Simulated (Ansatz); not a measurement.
# In2O3 (R-3c): the equilibrium volume, part 2 of 2

Aim: the volume at which the pressure of In2O3 (R-3c) vanishes.

Ansatz 0.2.0; DFT PBEsol, scalar-relativistic, plane waves, PAW.

### 3 Relaxing cell and atoms

Input file input.yaml:

```yaml
crystal:
  lattice:
    - [2.7581043173, 1.59239227, 4.8636867567]
    - [-2.7581043173, 1.59239227, 4.8636867567]
    - [0.0, -3.18478454, 4.8636867567]
  atoms:
    - { symbol: In, position: [0.642884, 0.642884, 0.642884] }
    - { symbol: In, position: [0.857116, 0.857116, 0.857116] }
    - { symbol: In, position: [0.357116, 0.357116, 0.357116] }
    - { symbol: In, position: [0.142884, 0.142884, 0.142884] }
    - { symbol: O, position: [0.0464953, 0.75, 0.4535047] }
    - { symbol: O, position: [0.75, 0.4535047, 0.0464953] }
    - { symbol: O, position: [0.4535047, 0.0464953, 0.75] }
    - { symbol: O, position: [0.9535047, 0.25, 0.5464953] }
    - { symbol: O, position: [0.5464953, 0.9535047, 0.25] }
    - { symbol: O, position: [0.25, 0.5464953, 0.9535047] }
basis:
  ecutwfc: 420
kpoints:
  mp_grid: { grid: [6, 6, 6] }
hamiltonian:
  xc: pbesol
scf:
  occupations: { method: gaussian, width: 0.02 }
output:
  forces: true
  stress: true
  eigenvalues: true
relax:
  adjacent_minimum: "off"
  f_tol: 0.005
  max_steps: 80
  cell: { stress_tol: 0.05 }
```

Launch:

```bash
> ansatz run input.yaml --threads 8 --pin off --max-ram 14336MiB --backend cpu --events-out ev --progress --plain --runs-dir out
```

Standard output:

```text
Warning: RAYON_NUM_THREADS=8 ignored (pool sized by the plan → 8); use --threads N
Engine: ansatz 0.2.0, aarch64-unknown-linux-gnu
Pseudopotentials: kind: paw
Pseudopotential: In, paw, valence charge 13, recommended cutoff 420 eV (normal), In.paw.azcp
Pseudopotential: O, paw, valence charge 6, recommended cutoff 420 eV (normal), O.paw.azcp
Functional definition: PBEsol
  exchange = pbesol_x
  correlation = pbesol_c
Crystal: 10 atoms, lattice volume = 128.167 Å³
Basis set: ecut = 420 eV, 2519 PW (Γ), exchange–correlation on 80×80×80 points (8 copies of the dense FFT grid, shifted against one another)
Bands: 54, of which v1, the nominal top of the filled ones, is band 44 counted from 1 (43 counted from 0)
Symmetry: 12 space group operations
Space group: R-3c (ITA 167), of the structure as read, at distance tolerance 5.0e-5 Å
k-points: 32 of 216
Non-local potential: In, projectors of the file, l = 0: 2, l = 1: 2, l = 2: 2, l = 3: 2
Non-local potential: O, projectors of the file, l = 0: 2, l = 1: 2, l = 2: 1
PAW form: soft (Blöchl's): semilocal exchange-correlation on the pseudo side does not see the compensation charge
PAW frozen core: In, regenerated for the run's functional, and the local potential with it (the file was generated under x = pbe(κ = 0.804, μ = 0.2195149727645171), c = pbe(β = 0.06672455060314922))
PAW frozen core: O, regenerated for the run's functional, and the local potential with it (the file was generated under x = pbe(κ = 0.804, μ = 0.2195149727645171), c = pbe(β = 0.06672455060314922))
PAW one-centre angular grid: In, 590 points (default); XC on 64 Gauss nodes
PAW one-centre angular grid: O, 110 points (default); XC on 64 Gauss nodes
Initial density: superposition of atomic densities (neutral atoms: chi_scale 0, normalization atom), corrected by the library's trained network
Initial wavefunctions: pseudopotential atomic-orbital guess
Functional: x = pbesol(κ = 0.804, μ = 0.12345679012345678), c = pbesol(β = 0.046)
SCF iter   1: F=—  HF=-25467.660167 eV  |F-HF|=—  |Δ(HF+E_count)|=         —  Δρ=1.67e-2  dr2=2.92e-1  ethr=1.77e-3  ⟨swp⟩=6.3  Hψ=7103  notcnv=0  defer=5
preconditioner: auto → Resta (q_TF=auto, 2.563 Å⁻¹)  ε∞=4.7  [insulator: Δε(μ)=0.937 eV  Ē_g=16.077 eV  σ=0.020 eV  W_gap=1.00  n_scr=32 (ndim 8)  ℏωp=30.8 eV  f_vac=0.023  D(μ)=0.00/eV (n_scr^D=0)  ε∞_Penn≈4.7]
SCF iter   2: F=—  HF=-25467.581730 eV  |F-HF|=—  |Δ(HF+E_count)|=   7.84e-2  Δρ=3.10e-3  dr2=5.92e-3  ethr=3.31e-4  ⟨swp⟩=2.0  Hψ=2688  notcnv=0  defer=151
SCF iter   3: F=—  HF=-25467.580306 eV  |F-HF|=—  |Δ(HF+E_count)|=   1.42e-3  Δρ=1.22e-3  dr2=1.30e-3  ethr=6.72e-6  ⟨swp⟩=2.2  Hψ=2909  notcnv=0  defer=151
SCF iter   4: F=—  HF=-25467.580212 eV  |F-HF|=—  |Δ(HF+E_count)|=   9.42e-5  Δρ=3.91e-4  dr2=1.63e-4  ethr=1.48e-6  ⟨swp⟩=2.0  Hψ=2220  notcnv=0  defer=151
SCF iter   5: F=—  HF=-25467.580229 eV  |F-HF|=—  |Δ(HF+E_count)|=   1.74e-5  Δρ=5.82e-5  dr2=6.68e-6  ethr=1.86e-7  ⟨swp⟩=2.0  Hψ=2837  notcnv=0  defer=151
SCF iter   6: F=—  HF=-25467.580235 eV  |F-HF|=—  |Δ(HF+E_count)|=   5.09e-6  Δρ=8.36e-6  dr2=1.35e-7  ethr=7.59e-9  ⟨swp⟩=2.2  Hψ=2421  notcnv=0  defer=151
SCF iter   7: F=-25467.580235 eV  HF=-25467.580235 eV  |F-HF|=4.58e-9  |Δ(HF+E_count)|=   1.04e-7  Δρ=1.95e-6  dr2=6.64e-9  ethr=1.14e-10  ⟨swp⟩=9.8  Hψ=7142  notcnv=0
SCF 1 converged in 7 iterations: F = -25467.580235 eV  dr2 = 6.64e-9
relax step   1: F+E_penalty+E_count = -25467.58023466 eV  Δ(F+E_penalty+E_count) = +0.000e0 eV  max|allowed force component| = 3.094e-2 eV/Å  Δτ_max = 0.0000 Å  P = -0.767 GPa  Ω = 128.167 Å³  (7 SCF iters, dr2 threshold 1.00e-7 eV, accepted)
Crystal: 10 atoms, lattice volume = 127.447 Å³
Basis set: ecut = 420 eV, 2489 PW (Γ), exchange–correlation on 80×80×80 points (8 copies of the dense FFT grid, shifted against one another)
Initial density: handed on by an earlier stage of this run
Initial wavefunctions: those handed on with the density
iter 1 solved again at ethr=1.46e-6 eV; its pass at ethr=3.10e-3 eV (dr2=1.29e-3 eV) is discarded
SCF iter   1: F=—  HF=-25467.585902 eV  |F-HF|=—  |Δ(HF+E_count)|=         —  Δρ=1.26e-3  dr2=1.25e-3  ethr=1.46e-6  ⟨swp⟩=3.0  Hψ=8207  notcnv=0
preconditioner: auto → Resta (q_TF=auto, 2.565 Å⁻¹)  ε∞=4.7  [insulator: Δε(μ)=1.119 eV  Ē_g=16.146 eV  σ=0.020 eV  W_gap=1.00  n_scr=32 (ndim 8)  ℏωp=30.9 eV  f_vac=0.016  D(μ)=0.00/eV (n_scr^D=0)  ε∞_Penn≈4.7]
SCF iter   2: F=—  HF=-25467.585497 eV  |F-HF|=—  |Δ(HF+E_count)|=   4.05e-4  Δρ=5.18e-4  dr2=1.97e-4  ethr=1.42e-6  ⟨swp⟩=2.9  Hψ=3553  notcnv=0
SCF iter   3: F=—  HF=-25467.585447 eV  |F-HF|=—  |Δ(HF+E_count)|=   4.97e-5  Δρ=1.47e-4  dr2=3.14e-5  ethr=2.24e-7  ⟨swp⟩=2.0  Hψ=2368  notcnv=0
SCF iter   4: F=—  HF=-25467.585445 eV  |F-HF|=—  |Δ(HF+E_count)|=   2.18e-6  Δρ=5.78e-5  dr2=6.16e-6  ethr=3.57e-8  ⟨swp⟩=2.1  Hψ=2266  notcnv=0
SCF iter   5: F=-25467.585446 eV  HF=-25467.585446 eV  |F-HF|=1.52e-7  |Δ(HF+E_count)|=   3.84e-7  Δρ=1.34e-5  dr2=3.35e-7  ethr=1.14e-9  ⟨swp⟩=2.8  Hψ=6573  notcnv=0
SCF 2 converged in 5 iterations: F = -25467.585446 eV  dr2 = 3.35e-7
relax step   2: F+E_penalty+E_count = -25467.58544571 eV  Δ(F+E_penalty+E_count) = -5.211e-3 eV  max|allowed force component| = 1.304e-2 eV/Å  Δτ_max = 0.0058 Å  P = +0.104 GPa  Ω = 127.447 Å³  energy of the carried Pulay correction = +3.223e-3 eV  (5 SCF iters, dr2 threshold 1.00e-6 eV, accepted)
Crystal: 10 atoms, lattice volume = 127.536 Å³
iter 1 solved again at ethr=4.35e-8 eV; its pass at ethr=3.10e-3 eV (dr2=3.83e-5 eV) is discarded
SCF iter   1: F=—  HF=-25467.585135 eV  |F-HF|=—  |Δ(HF+E_count)|=         —  Δρ=2.35e-4  dr2=3.78e-5  ethr=4.35e-8  ⟨swp⟩=2.1  Hψ=6616  notcnv=0
preconditioner: auto → Resta (q_TF=auto, 2.565 Å⁻¹)  ε∞=4.7  [insulator: Δε(μ)=1.114 eV  Ē_g=16.139 eV  σ=0.020 eV  W_gap=1.00  n_scr=32 (ndim 8)  ℏωp=30.8 eV  f_vac=0.017  D(μ)=0.00/eV (n_scr^D=0)  ε∞_Penn≈4.7]
SCF iter   2: F=—  HF=-25467.585124 eV  |F-HF|=—  |Δ(HF+E_count)|=   1.06e-5  Δρ=1.01e-4  dr2=5.84e-6  ethr=4.29e-8  ⟨swp⟩=2.0  Hψ=2368  notcnv=0
SCF iter   3: F=—  HF=-25467.585122 eV  |F-HF|=—  |Δ(HF+E_count)|=   1.75e-6  Δρ=2.18e-5  dr2=5.11e-7  ethr=6.63e-9  ⟨swp⟩=2.0  Hψ=2374  notcnv=0
SCF iter   4: F=—  HF=-25467.585122 eV  |F-HF|=—  |Δ(HF+E_count)|=   3.69e-8  Δρ=1.08e-5  dr2=1.28e-7  ethr=5.80e-10  ⟨swp⟩=2.0  Hψ=2899  notcnv=0
SCF iter   5: F=-25467.585122 eV  HF=-25467.585122 eV  |F-HF|=6.84e-10  |Δ(HF+E_count)|=   2.59e-8  Δρ=1.84e-6  dr2=7.47e-9  ethr=4.67e-11  ⟨swp⟩=4.5  Hψ=5527  notcnv=0
SCF 3 converged in 5 iterations: F = -25467.585122 eV  dr2 = 7.47e-9
relax step   3: F+E_penalty+E_count = -25467.58512226 eV  Δ(F+E_penalty+E_count) = +3.235e-4 eV  max|allowed force component| = 3.903e-3 eV/Å  Δτ_max = 0.0013 Å  P = -0.002 GPa  Ω = 127.536 Å³  energy of the carried Pulay correction = +2.827e-3 eV  (5 SCF iters, dr2 threshold 4.11e-8 eV, accepted)
Initial wavefunctions: pseudopotential atomic-orbital guess (no wavefunctions were taken with the density)
iter 1 solved again at ethr=9.54e-9 eV; its pass at ethr=3.10e-3 eV (dr2=8.40e-6 eV) is discarded
SCF iter   1: F=—  HF=-25467.582321 eV  |F-HF|=—  |Δ(HF+E_count)|=         —  Δρ=4.93e-5  dr2=4.56e-7  ethr=9.54e-9  ⟨swp⟩=4.0  Hψ=12422  notcnv=0
preconditioner: auto → Resta (q_TF=auto, 2.565 Å⁻¹)  ε∞=4.7  [insulator: Δε(μ)=1.114 eV  Ē_g=16.140 eV  σ=0.020 eV  W_gap=1.00  n_scr=32 (ndim 8)  ℏωp=30.8 eV  f_vac=0.017  D(μ)=0.00/eV (n_scr^D=0)  ε∞_Penn≈4.7]
SCF iter   2: F=—  HF=-25467.582318 eV  |F-HF|=—  |Δ(HF+E_count)|=   2.59e-6  Δρ=2.39e-5  dr2=1.23e-7  ethr=5.18e-10  ⟨swp⟩=2.0  Hψ=3123  notcnv=0
SCF iter   3: F=—  HF=-25467.582319 eV  |F-HF|=—  |Δ(HF+E_count)|=   1.59e-7  Δρ=8.21e-6  dr2=1.26e-8  ethr=1.39e-10  ⟨swp⟩=2.0  Hψ=2192  notcnv=0
SCF iter   4: F=—  HF=-25467.582319 eV  |F-HF|=—  |Δ(HF+E_count)|=   1.92e-8  Δρ=4.32e-7  dr2=2.40e-10  ethr=1.43e-11  ⟨swp⟩=2.0  Hψ=3136  notcnv=0
SCF iter   5: F=-25467.582319 eV  HF=-25467.582319 eV  |F-HF|=1.82e-11  |Δ(HF+E_count)|=  9.09e-11  Δρ=1.11e-7  dr2=3.05e-11  ethr=1.00e-12  ⟨swp⟩=4.0  Hψ=5243  notcnv=0
SCF 4 converged in 5 iterations: F = -25467.582319 eV  dr2 = 3.05e-11
relax step   4: F+E_penalty+E_count = -25467.58231861 eV  Δ(F+E_penalty+E_count) = +2.804e-3 eV  max|allowed force component| = 4.006e-3 eV/Å  Δτ_max = 0.0000 Å  P = -0.034 GPa  Ω = 127.536 Å³  stress off target by 5.05e-2 GPa  SCF on the basis re-selected at this cell (its energy is not comparable with the rows above)  (5 SCF iters)
basis re-selected at this cell: Δ(F+E_penalty+E_count) = +2.804e-3 eV, ΔP = -0.032 GPa vs the last step (what re-selecting the basis moved, of the pressure what is left beyond the Pulay correction that the steps carried, after the strain that the cell walked since its last selection, with what the two solves' SCF thresholds leave and, on support functions, any second-order correction that the steps lacked; it is no measure of the basis error at this ecutwfc). This SCF's stress stands 5.05e-2 GPa from its target on what of the cell is left free (relax.cell.stress_tol is 5.00e-2 GPa) and its largest allowed force component is 4.01e-3 eV/Å (relax.f_tol is 5.00e-3 eV/Å): not within both, so this SCF does not close the relaxation
Crystal: 10 atoms, lattice volume = 127.519 Å³
iter 1 solved again at ethr=1.46e-9 eV; its pass at ethr=3.10e-3 eV (dr2=1.29e-6 eV) is discarded
SCF iter   1: F=—  HF=-25467.582393 eV  |F-HF|=—  |Δ(HF+E_count)|=         —  Δρ=4.05e-5  dr2=1.34e-6  ethr=1.46e-9  ⟨swp⟩=3.2  Hψ=6918  notcnv=0
preconditioner: auto → Resta (q_TF=auto, 2.565 Å⁻¹)  ε∞=4.7  [insulator: Δε(μ)=1.115 eV  Ē_g=16.141 eV  σ=0.020 eV  W_gap=1.00  n_scr=32 (ndim 8)  ℏωp=30.8 eV  f_vac=0.017  D(μ)=0.00/eV (n_scr^D=0)  ε∞_Penn≈4.7]
SCF iter   2: F=—  HF=-25467.582395 eV  |F-HF|=—  |Δ(HF+E_count)|=   1.68e-6  Δρ=1.67e-5  dr2=1.99e-7  ethr=1.46e-9  ⟨swp⟩=2.2  Hψ=2868  notcnv=0
SCF iter   3: F=—  HF=-25467.582395 eV  |F-HF|=—  |Δ(HF+E_count)|=   3.94e-8  Δρ=5.31e-6  dr2=2.95e-8  ethr=2.27e-10  ⟨swp⟩=2.0  Hψ=2374  notcnv=0
SCF iter   4: F=-25467.582395 eV  HF=-25467.582395 eV  |F-HF|=1.09e-10  |Δ(HF+E_count)|=  2.11e-10  Δρ=1.88e-6  dr2=4.50e-9  ethr=7.24e-12  ⟨swp⟩=4.5  Hψ=5438  notcnv=0
SCF 5 converged in 4 iterations: F = -25467.582395 eV  dr2 = 4.50e-9
relax step   5: F+E_penalty+E_count = -25467.58239458 eV  Δ(F+E_penalty+E_count) = -7.597e-5 eV  max|allowed force component| = 1.370e-3 eV/Å  Δτ_max = 0.0002 Å  P = -0.008 GPa  Ω = 127.519 Å³  energy of the carried Pulay correction = +6.993e-5 eV  (4 SCF iters, dr2 threshold 6.37e-9 eV, accepted)
iter 1 solved again at ethr=8.58e-9 eV; its pass at ethr=3.10e-3 eV (dr2=7.55e-6 eV) is discarded
SCF iter   1: F=—  HF=-25467.582296 eV  |F-HF|=—  |Δ(HF+E_count)|=         —  Δρ=3.07e-6  dr2=5.72e-9  ethr=8.58e-9  ⟨swp⟩=4.1  Hψ=12624  notcnv=0
preconditioner: auto → Resta (q_TF=auto, 2.565 Å⁻¹)  ε∞=4.7  [insulator: Δε(μ)=1.115 eV  Ē_g=16.140 eV  σ=0.020 eV  W_gap=1.00  n_scr=32 (ndim 8)  ℏωp=30.8 eV  f_vac=0.017  D(μ)=0.00/eV (n_scr^D=0)  ε∞_Penn≈4.7]
SCF iter   2: F=—  HF=-25467.582298 eV  |F-HF|=—  |Δ(HF+E_count)|=   2.06e-6  Δρ=1.54e-6  dr2=2.18e-9  ethr=6.50e-12  ⟨swp⟩=2.9  Hψ=3678  notcnv=0
SCF iter   3: F=—  HF=-25467.582298 eV  |F-HF|=—  |Δ(HF+E_count)|=  9.82e-10  Δρ=6.87e-7  dr2=4.72e-10  ethr=2.48e-12  ⟨swp⟩=2.3  Hψ=2476  notcnv=0
SCF iter   4: F=-25467.582298 eV  HF=-25467.582298 eV  |F-HF|=2.91e-11  |Δ(HF+E_count)|=  5.82e-11  Δρ=1.58e-7  dr2=1.37e-11  ethr=1.00e-12  ⟨swp⟩=3.1  Hψ=6249  notcnv=0
SCF 6 converged in 4 iterations: F = -25467.582298 eV  dr2 = 1.37e-11
relax step   6: F+E_penalty+E_count = -25467.58229835 eV  Δ(F+E_penalty+E_count) = +9.622e-5 eV  max|allowed force component| = 1.389e-3 eV/Å  Δτ_max = 0.0000 Å  P = -0.008 GPa  Ω = 127.519 Å³  stress off target by 1.14e-2 GPa  SCF on the basis re-selected at this cell (its energy is not comparable with the rows above)  (4 SCF iters)
basis re-selected at this cell: Δ(F+E_penalty+E_count) = +9.622e-5 eV, ΔP = -0.000 GPa vs the last step (what re-selecting the basis moved, of the pressure what is left beyond the Pulay correction that the steps carried, after the strain that the cell walked since its last selection, with what the two solves' SCF thresholds leave and, on support functions, any second-order correction that the steps lacked; it is no measure of the basis error at this ecutwfc). This SCF's stress stands 1.14e-2 GPa from its target on what of the cell is left free (relax.cell.stress_tol is 5.00e-2 GPa) and its largest allowed force component is 1.39e-3 eV/Å (relax.f_tol is 5.00e-3 eV/Å): within both
SCF converged after 4 iterations
Free energy (F): -25467.582298 eV
Harris-Foulkes:  -25467.582298 eV  (|F-HF|=2.91e-11)
Internal energy: -25467.582298 eV  (E = F + TS)
E sigma→0 (E₀):  -25467.582298 eV
Fermi energy:    9.236727 eV
--- Per-component energies (eV) ---
  E_band       = 16.118917
  E_kinetic    = 2029.187078
  E_local      = -5894.868220  (includes V_loc(G=0)·N_el)
  E_nonlocal   = 1780.309188
  E_hartree    = 2257.687180
  E_xc         = -1284.362767
  E_vxc        = -953.445392  (∫ρ·V_xc dr)
  E_paw        = -17273.591555  (= ΣΔE_a)
  E_vpaw       = -1460.452283  (= ΣTr[D̂ρ^β])
  E_aug_tail   = 0.014318  (compensation charges beyond the density's cutoff)
  E_ewald      = -7083.112859
  E_core_change = 1.155337  (= ΣΔE_core)
  E_smearing   = -0.000000  (= −TS)
  E_closure    = -0.000000  (closes the sum)
  Σ components = -25467.582298   (vs F -25467.582298, Δ=0.00e0)
--- Forces (eV/Å), atoms counted from 1 ---
  atom   1  In     0.00000000     0.00000000    -0.00126953
  atom   2  In     0.00000000     0.00000000     0.00126953
  atom   3  In    -0.00000000    -0.00000000     0.00126953
  atom   4  In    -0.00000000    -0.00000000    -0.00126953
  atom   5  O      0.00069436     0.00120267    -0.00000000
  atom   6  O      0.00069436    -0.00120267     0.00000000
  atom   7  O     -0.00138872    -0.00000000     0.00000000
  atom   8  O     -0.00069436    -0.00120267     0.00000000
  atom   9  O      0.00138872     0.00000000    -0.00000000
  atom  10  O     -0.00069436     0.00120267    -0.00000000
  max |Σ_I F_I| component: 1.18e-17 eV/Å
--- Stress (GPa, compression-positive) ---
       -0.006597      -0.000000      -0.000000
       -0.000000      -0.006597      -0.000000
       -0.000000      -0.000000      -0.011406
  P = ⅓ Tr σ = -0.0082 GPa (-0.082 kbar)
--- Band table (eV; the first three rows and the last of 32) ---
  k-point 0: bands = ["-8.8559", "-7.9507", "-7.9507", "-7.7377", "-7.7377", "-7.6508", "-3.5926", "-3.5926", "-3.4395", "-3.4351", "-3.4351", "-3.3048", "-3.2802", "-3.2802", "-3.2367", "-3.2367", "-3.1829", "-3.1829", "-3.0670", "-3.0644", "-3.0644", "-3.0522", "-2.7684", "-2.7684", "-2.0588", "-2.0588", "2.9921", "3.3371", "4.6174", "4.6174", "5.3419", "5.6720", "6.0097", "6.0097", "6.1864", "7.9075", "7.9075", "8.1784", "8.2954", "8.2954", "8.4157", "8.4157", "8.6282", "8.6282", "9.7939", "14.0427", "14.7893", "15.7940", "17.7281", "17.7281", "17.8486", "18.0591", "18.3771", "18.3771"]
  k-point 1: bands = ["-8.7784", "-7.9418", "-7.9357", "-7.8081", "-7.7542", "-7.6763", "-3.5759", "-3.5622", "-3.4631", "-3.4432", "-3.4137", "-3.3227", "-3.2688", "-3.2638", "-3.2561", "-3.2401", "-3.1944", "-3.1807", "-3.0882", "-3.0620", "-3.0608", "-2.9806", "-2.7949", "-2.7517", "-2.1748", "-2.0967", "3.1105", "3.3314", "4.2926", "4.9874", "5.1464", "5.8314", "6.1493", "6.4127", "6.6255", "7.1175", "7.7780", "7.8185", "8.1692", "8.1832", "8.4045", "8.4706", "8.4793", "8.6222", "10.6981", "14.3564", "14.6499", "15.5135", "16.7395", "17.2885", "18.0916", "18.1620", "18.9049", "18.9622"]
  k-point 2: bands = ["-8.5676", "-8.0085", "-7.9087", "-7.8915", "-7.7987", "-7.7405", "-3.5531", "-3.5135", "-3.4587", "-3.4349", "-3.3892", "-3.3433", "-3.3069", "-3.2861", "-3.2483", "-3.2390", "-3.1873", "-3.1644", "-3.1270", "-3.0632", "-3.0556", "-2.9067", "-2.7614", "-2.7046", "-2.4032", "-2.2315", "3.3613", "3.5861", "3.8523", "5.0337", "5.5652", "5.9756", "6.1388", "6.6147", "6.9998", "7.1230", "7.4080", "7.4656", "8.0031", "8.0408", "8.0673", "8.1456", "8.5417", "8.6789", "12.1236", "14.4187", "14.5475", "14.8146", "16.3558", "16.9238", "17.8426", "18.4909", "18.6383", "18.8281"]
  k-point 31: bands = ["-8.2917", "-8.2917", "-7.8467", "-7.8467", "-7.8467", "-7.8467", "-3.4895", "-3.4895", "-3.4737", "-3.4737", "-3.4737", "-3.4737", "-3.3027", "-3.3027", "-3.3027", "-3.3027", "-3.0807", "-3.0807", "-3.0807", "-3.0807", "-2.9621", "-2.9621", "-2.5008", "-2.5008", "-2.5008", "-2.5008", "3.6407", "3.6407", "5.0280", "5.0280", "5.7414", "5.7414", "5.7414", "5.7414", "6.6679", "6.6679", "7.5726", "7.5726", "7.5726", "7.5726", "8.4845", "8.4845", "8.4845", "8.4845", "12.9471", "12.9471", "15.7041", "15.7041", "16.8031", "16.8031", "18.2575", "18.2575", "18.2575", "18.2575"]
--- Relaxed structure (4 steps of the walk, 4 accepted, 2 SCFs on fresh bases) ---
  F+E_penalty+E_count = -25467.58229835 eV   max|allowed force component| = 1.389e-3 eV/Å   (the final SCF, on the basis selected at the relaxed cell)
  cell:  # Å, volume = 127.5188 Å³
    - [2.756218657812304, 1.5913035840334027, 4.845697981565701]
    - [-2.756218657812304, 1.5913035840334027, 4.845697981565701]
    - [-2.849619110672049e-34, -3.1826071680668053, 4.845697981565701]
  atoms:
    - { symbol: In, position: [0.6425528068790817, 0.6425528068790817, 0.6425528068790817] }
    - { symbol: In, position: [0.8574471931209184, 0.8574471931209184, 0.8574471931209184] }
    - { symbol: In, position: [0.3574471931209184, 0.3574471931209184, 0.3574471931209184] }
    - { symbol: In, position: [0.14255280687908162, 0.14255280687908162, 0.14255280687908162] }
    - { symbol: O, position: [0.04585555119397522, 0.75, 0.45414444880602467] }
    - { symbol: O, position: [0.7499999999999999, 0.45414444880602467, 0.04585555119397533] }
    - { symbol: O, position: [0.45414444880602467, 0.04585555119397522, 0.75] }
    - { symbol: O, position: [0.9541444488060248, 0.25, 0.5458555511939753] }
    - { symbol: O, position: [0.5458555511939753, 0.9541444488060248, 0.25] }
    - { symbol: O, position: [0.2500000000000001, 0.5458555511939753, 0.9541444488060247] }
```

It took 12 s on 8 threads of Arm Neoverse V1, shared host; peak memory 0.74 GiB.

How the relaxation went:

| step | energy from step 1 (meV/atom) | largest force component (eV/Å) | pressure (GPa) | volume (Å³/atom) |
| --- | --- | --- | --- | --- |
| 1 | 0.0 | 0.031 | -0.77 | 12.817 |
| 2 | -0.5 | 0.013 | 0.10 | 12.745 |
| 3 | -0.5 | 0.004 | 0.00 | 12.754 |
| 4 | -0.2 | 0.004 | -0.03 | 12.754 |
| 5 | -0.2 | 0.001 | -0.01 | 12.752 |
| 6 | -0.2 | 0.001 | -0.01 | 12.752 |

Step 1 is the start. Step 4 repeats a cell on a basis chosen anew, so the energy can jump there without a move. Step 6 repeats the geometry before it on a plane-wave basis chosen anew for the final cell, which leaves the energy as it was.

Result: volume 12.752 Å³/atom, pressure -0.01 GPa, mesh gap 1.12 eV.

### 4 The cell, before and after

How the cell compares, before and after:

| cell as typed | before | after | change |
| --- | --- | --- | --- |
| a (Å) | 5.814 | 5.797 | -0.3 % |
| b (Å) | 5.814 | 5.797 | -0.3 % |
| c (Å) | 5.814 | 5.797 | -0.3 % |
| α (°) | 56.64 | 56.77 | +0.13° |
| β (°) | 56.64 | 56.77 | +0.13° |
| γ (°) | 56.64 | 56.77 | +0.13° |
| volume (Å³/atom) | 12.817 | 12.752 | -0.5 % |
| shortest distance (Å) | 2.133 | 2.131 | -0.1 % |
| space group | R-3c | R-3c | same |

### 5 Results

This closing draws on all 2 parts. Changes of volume or cell count from the first structure of part 1.

```
         quantity                                                                        value
           volume                                                               12.752 Å³/atom
         pressure                                                                    -0.01 GPa
conventional cell  a = 5.512 Å, b = 5.512 Å, c = 14.537 Å, α = 90.00°, β = 90.00°, γ = 120.00°
  gap on the mesh                                                                      1.12 eV
```

What this shows: From the first run shown, the volume went from 12.82 to 12.75 Å³/atom (-0.5 %) in 2 runs, where the pressure is zero within 0.01 GPa.

The gaps are Kohn-Sham values of a semilocal functional, not quasiparticle or optical gaps. Such gaps usually fall short of the measured ones.
